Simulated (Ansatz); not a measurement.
The cell is a 4-atom cell of MgO (P6_3/mmc) from a materials database; cell and atoms were relaxed with r2SCAN. It is hexagonal, P6_3/mmc (No. 194); conventional cell a = 3.484 Å, c = 4.185 Å, 11.00 Å³ an atom. Mg has 5 O at 2.01–2.09 Å; O has 5 Mg at 2.01–2.09 Å.

```xyz
4
Lattice="3.4841 0.0000 0.0000 -1.7420 3.0173 0.0000 0.0000 0.0000 4.1853" Properties=species:S:1:pos:R:3 pbc="T T T"
Mg    1.7420    1.0058    3.1390
Mg    0.0000    2.0115    1.0463
O     1.7420    1.0058    1.0463
O     0.0000    2.0115    3.1390
```

The questions ask for values computed with the PAW code Ansatz on this geometry. No spin polarisation and no zero-point or thermal motion.

Given (12×12×6 mesh): The LDA gap is direct at Γ: 3.33 eV.

(1) What does PBE give for the gap (12×12×6 mesh)?

(2) What does r2SCAN give for the gap (12×12×6 mesh)?

(3) What does PBE0 give for the gap (6×6×4 mesh)?

(4) What does G0W0@PBE with 326 empty bands, a screening cutoff of 220 eV and a 6×6×4 mesh give?

(5) Roughly how does the cost of the HSE06 run (6×6×4) compare with r2SCAN's (12×12×6)?

(6) How strongly does the crystal screen a field with clamped ions (r2SCAN)?

(7) What fraction of exact exchange does the dielectric-dependent hybrid take (1/ε∞ of PBE, averaged over directions)?

(8) How do the levels compare, in gap and in cost?

Results:

(1) The PBE gap is direct at Γ: 3.45 eV. The gap differs by +0.12 eV from LDA's.

(2) With r2SCAN the gap is 4.09 eV and direct, at Γ. The gap differs by +0.76 eV from LDA's.

(3) With PBE0 the gap is 5.76 eV and direct, at Γ. The gap differs by +2.43 eV from LDA's.

(4) 5.72 eV (the shift on the mesh added to PBE's least gap). Over the mesh points the PBE gap of 3.45 eV becomes a quasiparticle gap of 5.72 eV (direct at Γ), a change of +2.27 eV. Renormalisation factors Z lie between 0.77 and 0.85. No extrapolation in bands, cutoff or mesh was made for G0W0.

(5) About 5 times as much (60 core-seconds against 12 core-seconds, on 2 threads of Arm Neoverse V1 (shared host)).

(6) The electronic dielectric tensor ε∞ is 2.82 along x and y, 2.83 along z. Born charges, averaged over directions: Mg +1.86, O -1.86 e.

(7) 0.333.

(8) Taking G0W0@PBE (326 empty bands, 220 eV, 6×6×4), 5.72 eV, as the yardstick (a computed one, not at the basis limit), PBE0 comes nearest, +0.04 eV off, at about 5 times r2SCAN's cost; G0W0 itself took about 70 times r2SCAN's cost. The others: r2SCAN0 +0.46, HSE06 -0.67, r2SCANh -0.80, DDH-PBE0 +0.83, r2SCAN -1.63, PBE -2.27, LDA -2.39 eV. The yardstick still moved by +0.24 eV in its last step of bands and cutoff, so this order can change. r2SCAN covers 40 % of the step from PBE to HSE06, while HSE06 needs about 5 times r2SCAN's cost (on a coarser mesh). Among these functionals the gap stays direct.

The meshes of the hybrids are coarse, so their gaps aren't converged to the digits shown.
